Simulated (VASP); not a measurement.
Wanted: the native input for a VASP 6.6.1 run.

```
Task                   : relaxation of cell and atoms
Functional             : revPBE
Dispersion             : D3(BJ)
Potentials or basis    : VASP PAW PBE potentials, release 64 (S, Ti_sv)
Cutoff                 : 600 eV
k mesh                 : 12 × 12 × 1
Occupations            : gaussian, width 0.08 eV
Spin                   : no spin polarisation
Dipole correction      : no
Further INCAR settings : ALGO = Fast; EDIFF = 1e-06; IBRION = 2; EDIFFG = -0.005; NSW = 40; ISIF = 3
```

The structure of TiS2 lies in POSCAR:

```
TiS2
1.0
    3.4000000000      0.0000000000      0.0000000000
   -1.7000000000      2.9444863700      0.0000000000
    0.0000000000      0.0000000000     18.8600000000
S Ti
2 1
Direct
    0.3333330000      0.6666670000      0.4241781500
    0.6666670000      0.3333330000      0.5758218500
    0.0000000000      0.0000000000      0.5000000000
```

The cell was built by a generator and needn't be a form met in nature.

One way to write it, as run:

INCAR

```
PREC = Accurate
ENCUT = 600
EDIFF = 1E-6
ISMEAR = 0
SIGMA = 0.08
LREAL = False
LASPH = True
NELM = 120
ALGO = Fast
ISIF = 3
LWAVE = False
LCHARG = False
GGA = RE
IVDW = 12
IBRION = 2
NSW = 40
EDIFFG = -0.005
LATTICE_CONSTRAINTS = .TRUE. .TRUE. .FALSE.
KPAR = 2
```

KPOINTS

```
regular mesh
0
Gamma
  12 12 1
```

Potentials or basis: VASP PAW PBE potentials, release 64 (S, Ti_sv).

Command:

```sh
$ cat potpaw_PBE.64/S/POTCAR potpaw_PBE.64/Ti_sv/POTCAR > POTCAR
$ mpirun -np 2 vasp_std > vasp.out
```

Results of the run:

The relaxed volume is 61.16 Å³/atom and the relaxed cell is a = 3.352 Å, b = 3.352 Å, c = 18.860 Å, α = 90.00°, β = 90.00°, γ = 120.00°. The space group after relaxing (to 0.05 Å) is P-3m1 (No. 164) and the energy gained by relaxing is 4.2 meV/atom. The ionic steps are 6 and the band gap on the k mesh is none (metal or under the smearing width). The dispersion energy per atom is -0.570 eV.

Caveat: the PAW data sets were made with another functional, which shifts forces and pressure a little.

Run time: 4.1 min on 2 MPI ranks on Intel(R) Xeon(R) Platinum 8488C (Sapphire Rapids), with other jobs on the host, peak memory 0.41 GiB a rank.
